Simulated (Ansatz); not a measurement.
# AlCu (Pm-3m) in Ansatz: a series of runs

One crystal, AlCu, is run at these levels: HSE06; tasks: single point, equation of state.

All numbers are computed with Ansatz 0.2.0; they aren't measurements. Logs are shortened: lines on timing, memory, paths and dates and some standing lists are left out, and cuts for length are marked.

### 1 The structure

The structure is cubic, space group Pm-3m (No. 221). Conventional cell: a = 2.998 Å, b = 2.998 Å, c = 2.998 Å, α = 90.00°, β = 90.00°, γ = 90.00°. Cu (site symmetry m-3m) has 8 Al at 2.60 Å as nearest neighbours. Al (site symmetry m-3m) is surrounded by 8 Cu at 2.60 Å.

The cell comes from a database or a generator and needn't be the stable form of this composition.

### 2 Single point, HSE06, 12.66 Å³/atom (volume scaled by 0.94)

File input:

```
crystal:
  lattice:
    - [2.9363181771, 0.0, 0.0]
    - [0.0, 2.9363181771, 0.0]
    - [0.0, 0.0, 2.9363181771]
  atoms:
    - { symbol: Cu, position: [0.5, 0.5, 0.5] }
    - { symbol: Al, position: [0.0, 0.0, 0.0] }
hamiltonian:
  xc: hse06
  pseudopotentials: { kind: paw }
kpoints:
  mp_grid: { grid: [6, 6, 6] }
scf:
  occupations: { method: fermi_dirac, width: 0.05 }
output:
  forces: true
  stress: true
  eigenvalues: true
```

Potentials or basis: Ansatz PAW.

Output:

```text
Warning: output.stress: scf.convergence.dr2_threshold = 1e-7 eV (the SCF's general default) is looser than the 2e-10 eV advised for a printed stress (1e-10 eV for each atom of the cell: 2). What an SCF threshold leaves in a stress goes as its square root, and in the free energy as the threshold itself, and one threshold admits the most on a small cell: of the crystals measured, under no hybrid functional and no lock of the moments, on runs that ended without the residual-converged pass, on stresses that held no estimate of that error, the worst erred by over 100 MPa in a component at 1e-7 eV an atom and by under 5 at 1e-10. Set scf.convergence.dr2_threshold to 2e-10 eV or tighter. The threshold is an SCF's pass mark: one that does not reach it within its budget of iterations ends unconverged, or closes short of it on a stop that the run arms, and scf.convergence.dr2_threshold's page says what that costs each kind of run
Warning: output.stress: scf.exx.energy_threshold = 1e-6 eV is looser than the 2e-8 eV advised for a stress under a hybrid functional (1e-8 eV for each atom of the cell: 2). Every SCF of the exchange loop can meet its threshold on dr2 while the loop round them stops early: no threshold on dr2 bounds what that leaves in the stress. Set scf.exx.energy_threshold to 2e-8 eV or tighter. The threshold is the loop's pass mark: a loop that does not reach it within its budget of cycles ends unconverged, and scf.exx.energy_threshold's page has the law
GPUs: using 1 of 1 available (devices: 1).
Engine: ansatz 0.2.0, x86_64-unknown-linux-gnu
Pseudopotentials: kind: paw
Pseudopotential: Cu, paw, valence charge 19, recommended cutoff 420 eV (normal), Cu.paw.azcp
Pseudopotential: Al, paw, valence charge 3, recommended cutoff 420 eV (normal), Al.paw.azcp
Functional definition: HSE06
  parameter a = 0.25
  parameter omega = 0.11/bohr
  exchange = pbe_x - a*pbe_x_sr(omega) + a*exact_x_sr(omega)
  correlation = pbe_c
device memory: the entry about to start is reckoned to put 0.4 GiB on a device that reports 66.1 GiB free (of which the cap on the GPU budget leaves the run 18.0 GiB)
GPU FFT provider: cuFFT
GPU libraries: cuBLAS 13.8.2, cuFFT 12.4.0, cuSOLVER 12.3.4
Crystal: 2 atoms, lattice volume = 25.317 Å³
Basis set: ecut = 420 eV, 485 PW (Γ), exchange–correlation on 40×40×40 points (8 copies of the dense FFT grid, shifted against one another)
Bands: 15, of which v1, the nominal top of the filled ones, is band 11 counted from 1 (10 counted from 0)
Symmetry: 48 space group operations
Space group: Pm-3m (ITA 221), of the structure as read, at distance tolerance 2.9e-5 Å
k-points: 20 of 216
Non-local potential: Cu, projectors of the file, l = 0: 3, l = 1: 2, l = 2: 3, l = 3: 1
Non-local potential: Al, projectors of the file, l = 0: 2, l = 1: 2, l = 2: 1
PAW form: soft (Blöchl's): semilocal exchange-correlation on the pseudo side does not see the compensation charge
PAW frozen core: Cu, regenerated for the run's functional, and the local potential with it (the file was generated under x = pbe(κ = 0.804, μ = 0.2195149727645171), c = pbe(β = 0.06672455060314922))
PAW frozen core: Al, regenerated for the run's functional, and the local potential with it (the file was generated under x = pbe(κ = 0.804, μ = 0.2195149727645171), c = pbe(β = 0.06672455060314922))
PAW one-centre angular grid: Cu, 590 points (default); XC on 64 Gauss nodes
PAW one-centre angular grid: Al, 110 points (default); XC on 64 Gauss nodes
Initial density: superposition of atomic densities (neutral atoms: chi_scale 0, normalization atom), corrected by the library's trained network
Initial wavefunctions: pseudopotential atomic-orbital guess
GPU buffer pool allocated for 8000 grid points (all kernels)
GPU transforms: local potential and band sums: pruned to the plane-wave sphere, on 20×20×20
Functional: x = pbe(κ = 0.804, μ = 0.2195149727645171), c = pbe(β = 0.06672455060314922), warm-up for x = pbe(κ = 0.804, μ = 0.2195149727645171) + 0.25 (exact − pbe) at short range (hse, ω = 0.20786987370883472 Å⁻¹), c = pbe(β = 0.06672455060314922); HSE06 as pw.x's `hse` composes it (authors' and Libxc's form: `xc: wpbeh`)
[... 40 lines left out ...]
Frozen-core exchange: fock
SCF iter   1: F=—  HF=-7162.288692 eV  |F-HF|=—  |Δ(HF+E_count)|=         —  Δρ=7.43e-5  dr2=6.40e-7  ethr=1.11e-6  ⟨swp⟩=2.8  Hψ=626  notcnv=0
preconditioner: auto → none  [insulator: Δε(μ)=0.170 eV  Ē_g=12.068 eV  σ=0.050 eV  W_gap=0.52  n_scr=6 (ndim 8)  ℏωp=27.6 eV  f_vac=0.000  D(μ)=1.24/eV (n_scr^D=6)]
SCF iter   2: F=—  HF=-7162.288693 eV  |F-HF|=—  |Δ(HF+E_count)|=   3.66e-7  Δρ=1.83e-5  dr2=7.80e-8  ethr=1.37e-9  ⟨swp⟩=4.1  Hψ=928  notcnv=0
SCF iter   3: F=-7162.288693 eV  HF=-7162.288693 eV  |F-HF|=2.21e-9  |Δ(HF+E_count)|=   2.50e-7  Δρ=3.80e-6  dr2=3.45e-9  ethr=4.45e-11  ⟨swp⟩=3.9  Hψ=865  notcnv=0
SCF 3 converged in 3 iterations: F = -7162.288693 eV  dr2 = 3.45e-9
  Residual-converged pass: ⟨swp⟩=3.0  Hψ=560  notcnv=0  max |occ|·‖R‖ = 2.4e-6 eV (tolerance 2.4e-6 eV)  dr2=3.45e-9  dr2_onsite=6.12e-10  max |Δocc| = 2.7e-11
hybrid outer 2: dexx = +4.367e-7 eV, tail = 4.51e-8 eV, Δε = 4.44e-3 eV (about 1.99e-4 eV left of the loop's levels)
hybrid SCF converged: 2 outer / 12 inner (+7 warm-up), last move |dexx| = 4.37e-7 eV, tail = 4.51e-8 eV
Stability not checked: this state was not tested for a lower state beside it, because the functional holds exact exchange (a hybrid, or Hartree-Fock), whose exchange loop this test does not read (fock_operator; see scf.lower_state_search)
Free energy (F): -7162.288693 eV
Frozen-core exchange: fock
Harris-Foulkes:  -7162.288693 eV  (|F-HF|=2.21e-9)
Internal energy: -7162.278891 eV  (E = F + TS)
E sigma→0 (E₀):  -7162.283792 eV
Entropy (-TS):   -0.009802 eV (-4.901 meV/atom)
Fermi energy:    14.127895 eV
--- Per-component energies (eV) ---
  E_band       = -472.275560
  E_kinetic    = 326.338286
  E_local      = -5142.169442  (includes V_loc(G=0)·N_el)
  E_nonlocal   = 405.771641
  E_hartree    = 2311.823449
  E_xc         = -105.671721
  E_vxc        = -117.361862  (∫ρ·V_xc dr)
  E_exx        = -112.439347  (= α·E_x^exact, valence–valence)
  E_paw        = -2047.400056  (= ΣΔE_a)
  E_vpaw       = -343.627393  (= ΣTr[D̂ρ^β])
  E_aug_tail   = 0.000296  (compensation charges beyond the density's cutoff)
  E_ewald      = -2798.261885
  E_core_change = -0.270114  (= ΣΔE_core)
  E_smearing   = -0.009802  (= −TS)
  E_closure    = 0.000001  (closes the sum)
  Σ components = -7162.288693   (vs F -7162.288693, Δ=0.00e0)
--- Forces (eV/Å), atoms counted from 1 ---
  atom   1  Cu     0.00000000     0.00000000     0.00000000
  atom   2  Al    -0.00000000     0.00000000     0.00000000
  max |Σ_I F_I| component: 4.81e-29 eV/Å
--- Stress (GPa, compression-positive) ---
        5.825092       0.000000       0.000000
       -0.000000       5.825092       0.000000
        0.000000       0.000000       5.825092
  P = ⅓ Tr σ = 5.8251 GPa (58.251 kbar)
--- Band table (eV; the first three rows and the last of 20) ---
  k-point 0: bands = ["-106.1971", "-61.9719", "-61.9719", "-61.9719", "0.5629", "7.2291", "7.2291", "8.5853", "8.5853", "8.5853", "18.6376", "18.6376", "18.6376", "20.9861", "20.9861"]
  k-point 1: bands = ["-106.1969", "-61.9746", "-61.9716", "-61.9716", "1.1066", "7.2722", "7.3009", "8.4469", "8.4469", "8.5993", "14.8413", "19.2611", "19.2611", "21.1507", "23.6586"]
  k-point 2: bands = ["-106.1966", "-61.9798", "-61.9711", "-61.9711", "2.6962", "7.0097", "7.4477", "8.1900", "8.1900", "8.6275", "10.8806", "20.9729", "20.9729", "21.5741", "25.5223"]
  k-point 19: bands = ["-106.1950", "-61.9825", "-61.9825", "-61.9825", "6.8293", "6.8293", "6.8293", "8.8774", "8.8774", "14.7648", "14.7648", "14.7648", "16.5776", "16.5776", "16.5776"]
```

Run time: 19 s. Hardware: 1 × NVIDIA H100 80GB HBM3 with 2 threads of AMD EPYC 7R13 (Zen 3), shared host; peak memory 1.9 GiB.

What came out:

| Item | Value |
| --- | --- |
| Free energy | -7162.2887 eV |
| Pressure | 5.8 GPa |
| Band gap on the k mesh | none (metal or under the smearing width) |

Caveat: the PAW data sets come from PBE, with cores solved anew for the run's functional, which leaves a small shift of forces and pressure; the thresholds are loose for stress.

### 3 Single point, HSE06, 12.93 Å³/atom (volume scaled by 0.96)

input, as its differences from that of step 2:

```diff
@@ -2,5 +2,5 @@
   lattice:
-    - [2.9363181771, 0.0, 0.0]
-    - [0.0, 2.9363181771, 0.0]
-    - [0.0, 0.0, 2.9363181771]
+    - [2.9569971555, 0.0, 0.0]
+    - [0.0, 2.9569971555, 0.0]
+    - [0.0, 0.0, 2.9569971555]
   atoms:
@@ -19 +19,5 @@
   eigenvalues: true
+  write_density: true
+  write_potential: true
+  elf: true
+  volumetric_format: npy
```

Potentials or basis: Ansatz PAW.

Run time: 20 s. Hardware: 1 × NVIDIA H100 80GB HBM3 with 2 threads of AMD EPYC 7R13 (Zen 3), shared host; peak memory 1.9 GiB.

The run converged. Its results:

```yaml
Free_energy: -7162.3042 eV
Pressure: 3.5 GPa
Band_gap_on_the_k_mesh: none (metal or under the smearing width)
```

Caveat: the PAW data sets come from PBE, with cores solved anew for the run's functional, which leaves a small shift of forces and pressure; the thresholds are loose for stress.

### 4 Single point, HSE06, 13.20 Å³/atom (volume scaled by 0.98)

input, as its differences from that of step 3:

```diff
@@ -2,5 +2,5 @@
   lattice:
-    - [2.9569971555, 0.0, 0.0]
-    - [0.0, 2.9569971555, 0.0]
-    - [0.0, 0.0, 2.9569971555]
+    - [2.9773908838, 0.0, 0.0]
+    - [0.0, 2.9773908838, 0.0]
+    - [0.0, 0.0, 2.9773908838]
   atoms:
```

Wall time 20 s (1 × NVIDIA H100 80GB HBM3 with 2 threads of AMD EPYC 7R13 (Zen 3), shared host); peak memory 1.9 GiB.

The run converged. Its results:

```
Free energy            : -7162.3126 eV
Pressure               : 1.6 GPa
Band gap on the k mesh : none (metal or under the smearing width)
```

Caveat: the PAW data sets come from PBE, with cores solved anew for the run's functional, which leaves a small shift of forces and pressure; the thresholds are loose for stress.

### 5 Single point, HSE06, 13.47 Å³/atom

input, as its differences from that of step 4:

```diff
@@ -2,5 +2,5 @@
   lattice:
-    - [2.9773908838, 0.0, 0.0]
-    - [0.0, 2.9773908838, 0.0]
-    - [0.0, 0.0, 2.9773908838]
+    - [2.997509, 0.0, 0.0]
+    - [0.0, 2.997509, 0.0]
+    - [0.0, 0.0, 2.997509]
   atoms:
```

It took 15 s on 1 × NVIDIA H100 80GB HBM3 with 2 threads of AMD EPYC 7R13 (Zen 3), shared host; peak memory 1.9 GiB.

Results (log left out):

| Property | Result |
| --- | --- |
| Free energy | -7162.3149 eV |
| Pressure | -0.2 GPa |
| Band gap on the k mesh | none (metal or under the smearing width) |

Caveat: the PAW data sets come from PBE, with cores solved anew for the run's functional, which leaves a small shift of forces and pressure; the thresholds are loose for stress.

### 6 Single point, HSE06, 13.74 Å³/atom (volume scaled by 1.02)

input, as its differences from that of step 5:

```diff
@@ -2,5 +2,5 @@
   lattice:
-    - [2.997509, 0.0, 0.0]
-    - [0.0, 2.997509, 0.0]
-    - [0.0, 0.0, 2.997509]
+    - [3.0173606315, 0.0, 0.0]
+    - [0.0, 3.0173606315, 0.0]
+    - [0.0, 0.0, 3.0173606315]
   atoms:
```

Potentials or basis: Ansatz PAW.

Wall time 14 s (1 × NVIDIA H100 80GB HBM3 with 2 threads of AMD EPYC 7R13 (Zen 3), shared host); peak memory 1.9 GiB.

The run converged. Its results:

```
Free energy            : -7162.3110 eV
Pressure               : -2.1 GPa
Band gap on the k mesh : none (metal or under the smearing width)
```

Caveat: the PAW data sets come from PBE, with cores solved anew for the run's functional, which leaves a small shift of forces and pressure; the thresholds are loose for stress.

### 7 Single point, HSE06, 14.01 Å³/atom (volume scaled by 1.04)

File input:

```
crystal:
  lattice:
    - [3.0369544314, 0.0, 0.0]
    - [0.0, 3.0369544314, 0.0]
    - [0.0, 0.0, 3.0369544314]
  atoms:
    - { symbol: Cu, position: [0.5, 0.5, 0.5] }
    - { symbol: Al, position: [0.0, 0.0, 0.0] }
hamiltonian:
  xc: hse06
  pseudopotentials: { kind: paw }
kpoints:
  mp_grid: { grid: [6, 6, 6] }
scf:
  occupations: { method: fermi_dirac, width: 0.05 }
output:
  forces: true
  stress: true
  eigenvalues: true
```

Wall time 16 s (1 × NVIDIA H100 80GB HBM3 with 2 threads of AMD EPYC 7R13 (Zen 3), shared host); peak memory 1.9 GiB.

It converged, with:

```yaml
Free_energy: -7162.3008 eV
Pressure: -3.9 GPa
Band_gap_on_the_k_mesh: none (metal or under the smearing width)
```

Caveat: the PAW data sets come from PBE, with cores solved anew for the run's functional, which leaves a small shift of forces and pressure; the thresholds are loose for stress.

### 8 Single point, HSE06, 14.27 Å³/atom (volume scaled by 1.06)

input, as its differences from that of step 7:

```diff
@@ -2,5 +2,5 @@
   lattice:
-    - [3.0369544314, 0.0, 0.0]
-    - [0.0, 3.0369544314, 0.0]
-    - [0.0, 0.0, 3.0369544314]
+    - [3.0562986117, 0.0, 0.0]
+    - [0.0, 3.0562986117, 0.0]
+    - [0.0, 0.0, 3.0562986117]
   atoms:
```

It took 18 s on 1 × NVIDIA H100 80GB HBM3 with 2 threads of AMD EPYC 7R13 (Zen 3), shared host; peak memory 1.9 GiB.

The run converged. Its results:

| Quantity | Value |
| --- | --- |
| Free energy | -7162.2850 eV |
| Pressure | -5.5 GPa |
| Band gap on the k mesh | none (metal or under the smearing width) |

Caveat: the PAW data sets come from PBE, with cores solved anew for the run's functional, which leaves a small shift of forces and pressure; the thresholds are loose for stress.

### 9 Equation of state, HSE06

Potentials or basis: Ansatz PAW.

This step only gathers the single runs of the series.

Results:

* Equilibrium volume: 13.43 Å³/atom (rough: see the caveat)
* Bulk modulus: 93 GPa (rough)

Energy against volume, from the lowest point:
```csv
volume (Å³/atom),energy (meV/atom)
12.658,13.10
12.928,5.36
13.197,1.16
13.466,0.00
13.736,1.95
14.005,7.04
14.274,14.96
```

Caveat: the fit is doubtful: noisy points or a state that changes with volume; the PAW data sets were made with another functional, which shifts forces and pressure a little.
